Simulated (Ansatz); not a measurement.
**Residual resistivity of an alloy: Pt(111) with 4 layers of random Pt-Re, 2x2**

How strongly does chemical disorder scatter in Pt(111) with 4 layers of random Pt-Re, 2x2?

Main program and level: Ansatz 0.2.0; Ansatz plane-wave DFT, PBE, PAW files; ballistic transport by layer matching (Landauer), zero bias; PAW set soft_1.

**1. The starting structure**

The cell holds 40 atoms: 28 Pt and 12 Re. Its edges and angles: a = 5.546 Å, b = 5.546 Å, c = 22.699 Å, α = 93.5°, β = 86.5°, γ = 120.0°. It derives from Pt. Regions: lead, 24 atoms (24 Pt); scattering region, 16 atoms (12 Re and 4 Pt). The structure is stacked along c, and the current runs across the ab planes.

**2. With 4 alloy layers**

In 4 layers a share of 0.75 of the sites is given to Re at random. The layers about the cell's end stay perfect and serve as the lead. Disorder leaves little or no symmetry, which makes such runs dear. Energies from -0.05 to 0.05 eV in steps of 0.05 eV are too few for the program's thermal sum, so it prints no conductance; for a metal the transmission near the Fermi level serves, at a fraction of the cost.

Contents of input.yaml:

```yaml
crystal:
  lattice:
    - [5.5462627489, 0.0, 0.0]
    - [-2.7731313745, 4.8032044366, 0.0]
    - [1.3865656872, -0.8005340728, 22.6425228571]
  atoms:
    - { symbol: Pt, position: [0.9916666667, 0.0083333333, 0.05] }
    - { symbol: Pt, position: [0.9916666667, 0.5083333333, 0.05] }
    - { symbol: Pt, position: [0.4916666667, 0.0083333333, 0.05] }
    - { symbol: Pt, position: [0.4916666667, 0.5083333333, 0.05] }
    - { symbol: Pt, position: [0.1416666667, 0.3583333333, 0.15] }
    - { symbol: Pt, position: [0.1416666667, 0.8583333333, 0.15] }
    - { symbol: Pt, position: [0.6416666667, 0.3583333333, 0.15] }
    - { symbol: Pt, position: [0.6416666667, 0.8583333333, 0.15] }
    - { symbol: Pt, position: [0.2916666667, 0.2083333333, 0.25] }
    - { symbol: Pt, position: [0.2916666667, 0.7083333333, 0.25] }
    - { symbol: Pt, position: [0.7916666667, 0.2083333333, 0.25] }
    - { symbol: Pt, position: [0.7916666667, 0.7083333333, 0.25] }
    - { symbol: Re, position: [0.9416666667, 0.0583333333, 0.35] }
    - { symbol: Pt, position: [0.9416666667, 0.5583333333, 0.35] }
    - { symbol: Re, position: [0.4416666667, 0.0583333333, 0.35] }
    - { symbol: Re, position: [0.4416666667, 0.5583333333, 0.35] }
    - { symbol: Re, position: [0.0916666667, 0.4083333333, 0.45] }
    - { symbol: Pt, position: [0.0916666667, 0.9083333333, 0.45] }
    - { symbol: Re, position: [0.5916666667, 0.4083333333, 0.45] }
    - { symbol: Re, position: [0.5916666667, 0.9083333333, 0.45] }
    - { symbol: Re, position: [0.2416666667, 0.2583333333, 0.55] }
    - { symbol: Re, position: [0.2416666667, 0.7583333333, 0.55] }
    - { symbol: Pt, position: [0.7416666667, 0.2583333333, 0.55] }
    - { symbol: Re, position: [0.7416666667, 0.7583333333, 0.55] }
    - { symbol: Re, position: [0.8916666667, 0.1083333333, 0.65] }
    - { symbol: Re, position: [0.8916666667, 0.6083333333, 0.65] }
    - { symbol: Pt, position: [0.3916666667, 0.1083333333, 0.65] }
    - { symbol: Re, position: [0.3916666667, 0.6083333333, 0.65] }
    - { symbol: Pt, position: [0.0416666667, 0.4583333333, 0.75] }
    - { symbol: Pt, position: [0.0416666667, 0.9583333333, 0.75] }
    - { symbol: Pt, position: [0.5416666667, 0.4583333333, 0.75] }
    - { symbol: Pt, position: [0.5416666667, 0.9583333333, 0.75] }
    - { symbol: Pt, position: [0.1916666667, 0.3083333333, 0.85] }
    - { symbol: Pt, position: [0.1916666667, 0.8083333333, 0.85] }
    - { symbol: Pt, position: [0.6916666667, 0.3083333333, 0.85] }
    - { symbol: Pt, position: [0.6916666667, 0.8083333333, 0.85] }
    - { symbol: Pt, position: [0.8416666667, 0.1583333333, 0.95] }
    - { symbol: Pt, position: [0.8416666667, 0.6583333333, 0.95] }
    - { symbol: Pt, position: [0.3416666667, 0.1583333333, 0.95] }
    - { symbol: Pt, position: [0.3416666667, 0.6583333333, 0.95] }
kpoints:
  mp_grid: { grid: [5, 5, 1] }
hamiltonian:
  xc: pbe
  pseudopotentials: { kind: paw, azcp: { folder: soft_1 } }
scf:
  occupations: { method: fermi_dirac, width: 0.1 }
output:
  transmission:
    leads: [[0, 4]]
    kmesh: [10, 10]
    e_range: [-0.05, 0.05]
    de: 0.05
  write_potential: true
  write_density: true
  volumetric_format: npy
```

Started as:

```
$ ansatz run input.yaml --threads 4 --pin off --max-ram 15360MiB --backend cpu --events-out ev --progress --plain --runs-dir out
```

Numbers of over 12 decimals in the logs are rounded to 6 here.

The log of the run:

```text
Engine: ansatz 0.2.0, x86_64-unknown-linux-gnu
Pseudopotentials: kind: paw
Pseudopotential: Pt, paw, valence charge 18, recommended cutoff 420 eV (normal), soft_1/Pt.paw.azcp
Pseudopotential: Re, paw, valence charge 15, recommended cutoff 420 eV (normal), soft_1/Re.paw.azcp
Functional definition: PBE
  parameter kappa = 0.804
  parameter beta = 0.066725
  exchange = pbe_x(kappa = kappa, mu = beta*pi^2/3)
  correlation = pbe_c(beta = beta)
Crystal: 40 atoms, lattice volume = 603.193 Å³
Basis set: ecut = 420 eV, 11827 PW (Γ)
Bands: 411, of which v1, the nominal top of the filled ones, is band 342 counted from 1 (341 counted from 0)
Symmetry: 2 space group operations
Space group: C2 (ITA 5), of the structure as read, at distance tolerance 8.4e-5 Å
k-points: 9 of 25 (time reversal used)
Non-local potential: Pt, projectors of the file, l = 0: 3, l = 1: 2, l = 2: 2, l = 3: 1
Non-local potential: Re, projectors of the file, l = 0: 3, l = 1: 2, l = 2: 2, l = 3: 1
PAW form: soft (Blöchl's): semilocal exchange-correlation on the pseudo side does not see the compensation charge
PAW one-centre angular grid: Pt, 590 points (default); XC on 64 Gauss nodes
PAW one-centre angular grid: Re, 590 points (default); XC on 64 Gauss nodes
Initial density: superposition of atomic densities (chi_scale 0.1, normalization cell, long waves of neutral atoms (reshape's long-wave potential 13.92 eV rms, cloud 2.87 Å wide))
Initial wavefunctions: pseudopotential atomic-orbital guess
Functional: x = pbe(κ = 0.804, μ = 0.219515), c = pbe(β = 0.066725)
SCF iter   1: F=—  HF=-481231.007940 eV  |F-HF|=—  |Δ(HF+E_count)|=         —  Δρ=2.50e-1  dr2=8.29e3  ethr=3.10e-3  ⟨swp⟩=5.1  Hψ=11795  notcnv=0  defer=64
preconditioner: auto → Kerker (q_TF=auto, 2.786 Å⁻¹)  [metal: Δε(μ)=0.005 eV  Ē_g=6.928 eV  σ=0.100 eV  W_gap=0.01  n_scr=240 (ndim 8)  ℏωp=28.8 eV  f_vac=0.000  D(μ)=38.64/eV (n_scr^D=366)]
SCF iter   2: F=—  HF=-481158.432833 eV  |F-HF|=—  |Δ(HF+E_count)|=    7.26e1  Δρ=1.28e-1  dr2=2.89e3  ethr=3.10e-3  ⟨swp⟩=2.0  Hψ=6512  notcnv=0  defer=193
SCF iter   3: F=—  HF=-481127.071007 eV  |F-HF|=—  |Δ(HF+E_count)|=    3.14e1  Δρ=3.01e-2  dr2=5.84e1  ethr=3.10e-3  ⟨swp⟩=2.6  Hψ=6311  notcnv=0  defer=192
SCF iter   4: F=—  HF=-481125.071480 eV  |F-HF|=—  |Δ(HF+E_count)|=    2.00e0  Δρ=1.03e-2  dr2=1.69e1  ethr=3.10e-3  ⟨swp⟩=2.0  Hψ=4502  notcnv=0  defer=230
SCF iter   5: F=—  HF=-481124.855225 eV  |F-HF|=—  |Δ(HF+E_count)|=   2.16e-1  Δρ=3.39e-3  dr2=2.36e-1  ethr=2.48e-3  ⟨swp⟩=1.0  Hψ=3466  notcnv=0  defer=231
SCF iter   6: F=—  HF=-481124.831937 eV  |F-HF|=—  |Δ(HF+E_count)|=   2.33e-2  Δρ=7.74e-4  dr2=7.57e-2  ethr=3.45e-5  ⟨swp⟩=2.3  Hψ=5023  notcnv=0  defer=233
SCF iter   7: F=—  HF=-481124.830435 eV  |F-HF|=—  |Δ(HF+E_count)|=   1.50e-3  Δρ=3.08e-4  dr2=6.85e-3  ethr=1.11e-5  ⟨swp⟩=1.0  Hψ=3466  notcnv=0  defer=233
SCF iter   8: F=—  HF=-481124.830272 eV  |F-HF|=—  |Δ(HF+E_count)|=   1.64e-4  Δρ=7.03e-5  dr2=9.30e-5  ethr=1.00e-6  ⟨swp⟩=1.0  Hψ=3466  notcnv=0  defer=233
SCF iter   9: F=—  HF=-481124.829101 eV  |F-HF|=—  |Δ(HF+E_count)|=   1.17e-3  Δρ=1.76e-5  dr2=6.00e-6  ethr=1.36e-8  ⟨swp⟩=2.6  Hψ=5322  notcnv=0  defer=233
SCF iter  10: F=—  HF=-481124.829100 eV  |F-HF|=—  |Δ(HF+E_count)|=   3.42e-7  Δρ=4.09e-6  dr2=7.04e-7  ethr=8.77e-10  ⟨swp⟩=1.0  Hψ=3466  notcnv=0  defer=233
SCF iter  11: F=—  HF=-481124.829100 eV  |F-HF|=—  |Δ(HF+E_count)|=   2.25e-8  Δρ=1.25e-6  dr2=1.54e-7  ethr=1.46e-11  ⟨swp⟩=8.3  Hψ=11051  notcnv=0
SCF iter  12: F=-481124.829100 eV  HF=-481124.829100 eV  |F-HF|=1.24e-8  |Δ(HF+E_count)|=   3.03e-9  Δρ=3.47e-7  dr2=1.31e-8  ethr=1.46e-11  ⟨swp⟩=1.3  Hψ=3755  notcnv=0
SCF 1 converged in 12 iterations: F = -481124.829100 eV  dr2 = 1.31e-8
  greatest PAW one-centre occupation: 1.000 electrons in one spin orbital (limit 2), on the Pt atom at site 22 (counted from 0), in its partial waves of l = 0
transmission: 220 of 2184 steps passed
transmission: 440 of 2184 steps passed
[...]
transmission: 2184 of 2184 steps passed
SCF converged after 12 iterations
Free energy (F): -481124.829100 eV
Harris-Foulkes:  -481124.829100 eV  (|F-HF|=1.24e-8)
Internal energy: -481123.226658 eV  (E = F + TS)
E sigma→0 (E₀):  -481124.027879 eV
Entropy (-TS):   -1.602442 eV (-40.061 meV/atom)
Fermi energy:    23.629789 eV
--- Per-component energies (eV) ---
  E_band       = -4574.152994
  E_kinetic    = 22972.434752
  E_local      = -55840.405516  (includes V_loc(G=0)·N_el)
  E_nonlocal   = 6665.669156
  E_hartree    = 21708.894831
  E_xc         = -10785.960451
  E_vxc        = -11083.919210  (∫ρ·V_xc dr)
  E_paw        = -370000.904233  (= ΣΔE_a)
  E_vpaw       = -10705.744375  (= ΣTr[D̂ρ^β])
  E_aug_tail   = 0.032040  (compensation charges beyond the density's cutoff)
  E_ewald      = -95842.987237
  E_smearing   = -1.602442  (= −TS)
  E_closure    = -0.000000  (closes the sum)
  Σ components = -481124.829100   (vs F -481124.829100, Δ=0.00e0)
--- Band table (eV; the first three rows and the last of 9) ---
  k-point 0: bands = [... 338 lower, 23.8564, 23.8585, 23.8606, 23.9270, 23.9914, 24.0288, 24.0522, 24.0863, ... 65 higher]
  k-point 1: bands = [... 338 lower, 23.6330, 23.6589, 23.7700, 23.8162, 23.8386, 23.8904, 23.9452, 23.9759, ... 65 higher]
  k-point 2: bands = [... 338 lower, 23.4653, 23.5310, 23.5524, 23.5823, 23.6101, 23.6386, 23.6593, 23.7069, ... 65 higher]
  k-point 8: bands = [... 338 lower, 23.4024, 23.4880, 23.5690, 23.5956, 23.6208, 23.6819, 23.7054, 23.7396, ... 65 higher]
--- Transmission ---
  basis      : 241 plane waves across, 42 finite elements along
  points     : 52, standing for a mesh of 10 x 10
  energies   : 3 from -0.050000 to 0.050000 eV about the Fermi level, 0.050000 eV apart; the leads are filled to 0.000000 eV, and channels, transmission and decay are at 0.000000 eV
  crystal 0  : Pt4, at the sites [0, 4], period 2.2643 Å, over 13.59 Å; its Hamiltonian steps by up to 54.4 meV: too much for a lead, lay more layers or, if its atoms are ordered, name the step of that order
    offset         : up to 0.0000 Å between an atom of the period and one for which it stands
    channels       : 6.920000e0 a spin
    conductance    : none, the energies end too early or step too widely for 300 K: set another output.transmission.e_range or a lower de, or, where they end at an eighth of basis.ecutwfc, a higher one
  junction   : crystal 0 to crystal 0, 0.70 to 21.08 Å
    transmission   : 2.010830e0 a spin
    conductance    : none, the energies end too early or step too widely for 300 K: set another output.transmission.e_range or a lower de, or, where they end at an eighth of basis.ecutwfc, a higher one
```

It took 5 min on 4 threads of Intel Xeon Platinum 8259CL at 2.50GHz (Skylake/Cascade Lake), shared host; peak memory 5.1 GiB; 19 min of CPU time.

In the SCF lines HF is the Harris–Foulkes energy and dr2 the Hartree energy of the density residual, in eV; the loop may stop once dr2 is under the threshold and the program's other checks hold. Hψ counts applications of the Hamiltonian.

This step gave:

```yaml
free_energy: -481124.8291 eV
energy_at_zero_smearing: -481124.0279 eV
fermi_energy: 23.63 eV
cell_area: 26.64 Å²
transmission_per_spin_nearest_the_fermi_level: 2.011
open_channels_per_spin_nearest_the_fermi_level: 6.92
step_of_the_lead_s_potential: 54.4 meV
```

Per spin. The transmission, zone mean by energy, zero at the Fermi level:

| energy (eV) | transmission, zone mean |
| --- | --- |
| -0.0500 | 2.11 |
| 0.0000 | 2.01 |
| 0.0500 | 1.95 |

Per spin. The open channels, zone mean, lead by energy, zero at the Fermi level:

| energy (eV) | open channels, zone mean, lead |
| --- | --- |
| -0.0500 | 7.42 |
| 0.0000 | 6.92 |
| 0.0500 | 6.5 |

Transmission over k1 and k2. At 0.0000 eV from the Fermi level.

Values, 10 rows by 10 columns:
```
2.59 2.63 2.06 2.12 1.95 2.33 2.49 1.76 1.23 1.41
1.72 2.06 2.37 1.99 2.15 2.30 1.49 1.82 1.27 1.23
1.20 2.12 1.99 2.19 1.65 2.10 2.08 1.52 1.82 1.76
2.42 1.95 2.15 1.65 2.29 2.26 1.46 2.08 1.49 2.49
2.84 2.33 2.30 2.10 2.26 3.13 2.26 2.10 2.30 2.33
2.42 2.49 1.49 2.08 1.46 2.26 2.29 1.65 2.15 1.95
1.20 1.76 1.82 1.52 2.08 2.10 1.65 2.19 1.99 2.12
1.72 1.23 1.27 1.82 1.49 2.30 2.15 1.99 2.37 2.06
2.59 1.41 1.23 1.76 2.49 2.33 1.95 2.12 2.06 2.63
3.15 2.59 1.72 1.20 2.42 2.84 2.42 1.20 1.72 2.59
```
Columns: k1 (b1) from -0.5 to 0.4; rows upwards: k2 (b2) from -0.5 to 0.4.

Open channels over k1 and k2. At 0.0000 eV from the Fermi level.

Ten even steps from '_' (3.0) to '@' (10.0):
```
@@##++==++##@@..__..
==++##====##++==____
======%%==%%======..
@@++====%%%%====++@@
==####%%%%##%%%%####
@@@@++====%%%%====++
==..======%%==%%====
==____==++##====##++
@@..__..@@##++==++##
==@@====@@==@@====@@
```
Columns: k1 (b1) from -0.5 to 0.4; rows upwards: k2 (b2) from -0.5 to 0.4.

Over the solved energies the transmission per spin lies between 1.95 and 2.11, out of 6.95 channels of the lead on average (up to 7.42). The log calls the step of a lead's potential too much.

**3. With 8 alloy layers**

In 8 layers a share of 0.75 of the sites is given to Re at random. A fresh draw is used; the growth of the resistance with length is what counts.

System of this step: Pt(111) with 8 layers of random Pt-Re, 2x2. The cell holds 56 atoms: 32 Pt and 24 Re. Its edges and angles: a = 5.546 Å, b = 5.546 Å, c = 31.740 Å, α = 87.5°, β = 92.5°, γ = 120.0°. It derives from Pt. Regions: lead, 24 atoms (24 Pt); scattering region, 32 atoms (8 Pt and 24 Re). The structure is stacked along c, and the current runs across the ab planes.

Contents of input.yaml:

```yaml
crystal:
  lattice:
    - [5.5462627489, 0.0, 0.0]
    - [-2.7731313745, 4.8032044366, 0.0]
    - [-1.3865656872, 0.8005340728, 31.6995319999]
  atoms:
    - { symbol: Pt, position: [0.005952381, 0.994047619, 0.0357142857] }
    - { symbol: Pt, position: [0.005952381, 0.494047619, 0.0357142857] }
    - { symbol: Pt, position: [0.505952381, 0.994047619, 0.0357142857] }
    - { symbol: Pt, position: [0.505952381, 0.494047619, 0.0357142857] }
    - { symbol: Pt, position: [0.1845238095, 0.3154761905, 0.1071428571] }
    - { symbol: Pt, position: [0.1845238095, 0.8154761905, 0.1071428571] }
    - { symbol: Pt, position: [0.6845238095, 0.3154761905, 0.1071428571] }
    - { symbol: Pt, position: [0.6845238095, 0.8154761905, 0.1071428571] }
    - { symbol: Pt, position: [0.3630952381, 0.1369047619, 0.1785714286] }
    - { symbol: Pt, position: [0.3630952381, 0.6369047619, 0.1785714286] }
    - { symbol: Pt, position: [0.8630952381, 0.1369047619, 0.1785714286] }
    - { symbol: Pt, position: [0.8630952381, 0.6369047619, 0.1785714286] }
    - { symbol: Pt, position: [0.0416666667, 0.9583333333, 0.25] }
    - { symbol: Re, position: [0.0416666667, 0.4583333333, 0.25] }
    - { symbol: Re, position: [0.5416666667, 0.9583333333, 0.25] }
    - { symbol: Re, position: [0.5416666667, 0.4583333333, 0.25] }
    - { symbol: Re, position: [0.2202380952, 0.2797619048, 0.3214285714] }
    - { symbol: Re, position: [0.2202380952, 0.7797619048, 0.3214285714] }
    - { symbol: Re, position: [0.7202380952, 0.2797619048, 0.3214285714] }
    - { symbol: Pt, position: [0.7202380952, 0.7797619048, 0.3214285714] }
    - { symbol: Re, position: [0.3988095238, 0.1011904762, 0.3928571429] }
    - { symbol: Re, position: [0.3988095238, 0.6011904762, 0.3928571429] }
    - { symbol: Re, position: [0.8988095238, 0.1011904762, 0.3928571429] }
    - { symbol: Pt, position: [0.8988095238, 0.6011904762, 0.3928571429] }
    - { symbol: Re, position: [0.0773809524, 0.9226190476, 0.4642857143] }
    - { symbol: Re, position: [0.0773809524, 0.4226190476, 0.4642857143] }
    - { symbol: Pt, position: [0.5773809524, 0.9226190476, 0.4642857143] }
    - { symbol: Re, position: [0.5773809524, 0.4226190476, 0.4642857143] }
    - { symbol: Re, position: [0.255952381, 0.244047619, 0.5357142857] }
    - { symbol: Re, position: [0.255952381, 0.744047619, 0.5357142857] }
    - { symbol: Re, position: [0.755952381, 0.244047619, 0.5357142857] }
    - { symbol: Re, position: [0.755952381, 0.744047619, 0.5357142857] }
    - { symbol: Pt, position: [0.4345238095, 0.0654761905, 0.6071428571] }
    - { symbol: Re, position: [0.4345238095, 0.5654761905, 0.6071428571] }
    - { symbol: Pt, position: [0.9345238095, 0.0654761905, 0.6071428571] }
    - { symbol: Re, position: [0.9345238095, 0.5654761905, 0.6071428571] }
    - { symbol: Re, position: [0.1130952381, 0.8869047619, 0.6785714286] }
    - { symbol: Re, position: [0.1130952381, 0.3869047619, 0.6785714286] }
    - { symbol: Re, position: [0.6130952381, 0.8869047619, 0.6785714286] }
    - { symbol: Re, position: [0.6130952381, 0.3869047619, 0.6785714286] }
    - { symbol: Re, position: [0.2916666667, 0.2083333333, 0.75] }
    - { symbol: Re, position: [0.2916666667, 0.7083333333, 0.75] }
    - { symbol: Pt, position: [0.7916666667, 0.2083333333, 0.75] }
    - { symbol: Pt, position: [0.7916666667, 0.7083333333, 0.75] }
    - { symbol: Pt, position: [0.4702380952, 0.0297619048, 0.8214285714] }
    - { symbol: Pt, position: [0.4702380952, 0.5297619048, 0.8214285714] }
    - { symbol: Pt, position: [0.9702380952, 0.0297619048, 0.8214285714] }
    - { symbol: Pt, position: [0.9702380952, 0.5297619048, 0.8214285714] }
    - { symbol: Pt, position: [0.1488095238, 0.8511904762, 0.8928571429] }
    - { symbol: Pt, position: [0.1488095238, 0.3511904762, 0.8928571429] }
    - { symbol: Pt, position: [0.6488095238, 0.8511904762, 0.8928571429] }
    - { symbol: Pt, position: [0.6488095238, 0.3511904762, 0.8928571429] }
    - { symbol: Pt, position: [0.3273809524, 0.1726190476, 0.9642857143] }
    - { symbol: Pt, position: [0.3273809524, 0.6726190476, 0.9642857143] }
    - { symbol: Pt, position: [0.8273809524, 0.1726190476, 0.9642857143] }
    - { symbol: Pt, position: [0.8273809524, 0.6726190476, 0.9642857143] }
kpoints:
  mp_grid: { grid: [5, 5, 1] }
hamiltonian:
  xc: pbe
  pseudopotentials: { kind: paw, azcp: { folder: soft_1 } }
scf:
  occupations: { method: fermi_dirac, width: 0.1 }
output:
  transmission:
    leads: [[0, 4]]
    kmesh: [10, 10]
    e_range: [-0.05, 0.05]
    de: 0.05
  write_potential: true
  write_density: true
  volumetric_format: npy
```

The log of the run:

```text
[...]
Crystal: 56 atoms, lattice volume = 844.470 Å³
Basis set: ecut = 420 eV, 16521 PW (Γ)
Bands: 562, of which v1, the nominal top of the filled ones, is band 468 counted from 1 (467 counted from 0)
Symmetry: 1 space group operations
[...]
k-points: 13 of 25 (time reversal used)
[...]
SCF iter   1: F=—  HF=-661813.269013 eV  |F-HF|=—  |Δ(HF+E_count)|=         —  Δρ=2.55e-1  dr2=1.75e4  ethr=3.10e-3  ⟨swp⟩=5.0  Hψ=22837  notcnv=0  defer=71
[...]
SCF iter  12: F=-661655.399085 eV  HF=-661655.399085 eV  |F-HF|=1.53e-8  |Δ(HF+E_count)|=   8.96e-9  Δρ=5.53e-7  dr2=1.62e-8  ethr=1.07e-11  ⟨swp⟩=8.2  Hψ=21084  notcnv=0
SCF 1 converged in 12 iterations: F = -661655.399085 eV  dr2 = 1.62e-8
[...]
transmission: 300 of 2964 steps passed
transmission: 594 of 2964 steps passed
[...]
transmission: 2964 of 2964 steps passed
SCF converged after 12 iterations
Free energy (F): -661655.399085 eV
[...]
Internal energy: -661653.265956 eV  (E = F + TS)
E sigma→0 (E₀):  -661654.332520 eV
Entropy (-TS):   -2.133129 eV (-38.092 meV/atom)
Fermi energy:    23.672114 eV
[...]
--- Band table (eV; the first three rows and the last of 13) ---
  k-point 0: bands = [... 464 lower, 23.9177, 23.9198, 23.9555, 23.9916, 24.0291, 24.0349, 24.0896, 24.1342, ... 90 higher]
  k-point 1: bands = [... 464 lower, 23.7224, 23.7643, 23.7963, 23.8288, 23.8604, 23.8732, 23.9174, 23.9529, ... 90 higher]
  k-point 2: bands = [... 464 lower, 23.4965, 23.5636, 23.5980, 23.6313, 23.6594, 23.6717, 23.7348, 23.7467, ... 90 higher]
  k-point 12: bands = [... 464 lower, 23.5008, 23.5340, 23.5859, 23.6277, 23.6672, 23.6989, 23.7134, 23.7373, ... 90 higher]
--- Transmission ---
  basis      : 241 plane waves across, 57 finite elements along
  points     : 52, standing for a mesh of 10 x 10
[...]
channels       : 6.920000e0 a spin
[...]
junction   : crystal 0 to crystal 0, 0.70 to 30.13 Å
    transmission   : 1.649362e0 a spin
[...]
```

Run time: 12 min. Hardware: 4 threads; peak memory 9.3 GiB.

Numbers from this step:

```yaml
free_energy: -661655.3991 eV
energy_at_zero_smearing: -661654.3325 eV
fermi_energy: 23.67 eV
transmission_per_spin_nearest_the_fermi_level: 1.649
step_of_the_lead_s_potential: 22.8 meV
```

Per spin. Transmission, zone mean against energy, zero at the Fermi level:

| energy (eV) | transmission, zone mean |
| --- | --- |
| -0.0500 | 1.68 |
| 0.0000 | 1.65 |
| 0.0500 | 1.59 |

Over the solved energies the transmission per spin lies between 1.59 and 1.68, out of 6.92 channels of the lead on average (up to 7.34).

(Continued in part 2 of 2.)

[Logs are printed without paths, hosts, clocks, repeated set-up lines and the standing remarks that a program may print on its own settings, such as how far it seeks lower states.]

[Hosts, paths, dates, database ids (printed as entryN), source tags and the programs' standing remarks are cut or masked in the printed files.]
